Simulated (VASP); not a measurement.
A run of VASP 6.6.1 is set up as follows.

File INCAR:

```
SYSTEM = Cu
PREC = Accurate ; ENCUT = 600
EDIFF = 1E-7 ; ISMEAR = 1
SIGMA = 0.1 ; LREAL = .False.
LASPH = .True. ; NELM = 80
ALGO = Normal ; ISIF = 3
LWAVE = .False. ; LCHARG = .False.
GGA = PE ; IVDW = 12
IBRION = 2 ; NSW = 90
EDIFFG = -0.005
```

The input KPOINTS:

```
Automatic mesh
0
Gamma
  18 18 18
  0 0 0
```

The input POSCAR:

```
Cu                                      
1.0
    0.0000000000      1.7839920325      1.7839920325
    1.7839920325     -0.0000000000      1.7839920325
    1.7839920325      1.7839920325     -0.0000000000
  Cu            
     1
Direct
     0.0000000000000000    0.0000000000000000    0.0000000000000000
```

Potentials or basis: VASP PAW PBE potentials, release 64 (Cu).

The run is started by

```bash
$ cat potpaw_PBE.64/Cu/POTCAR > POTCAR
$ mpirun -np 1 vasp_std > vasp.out
```

(1) What does it give for the space group after relaxing (to 0.05 Å)?

(2) Predict the relaxed volume.

Results:

(1) Fm-3m (No. 225).

(2) 11.36 Å³/atom.

Caveat: pairwise dispersion overbinds metals, which lowers pressure and volume.
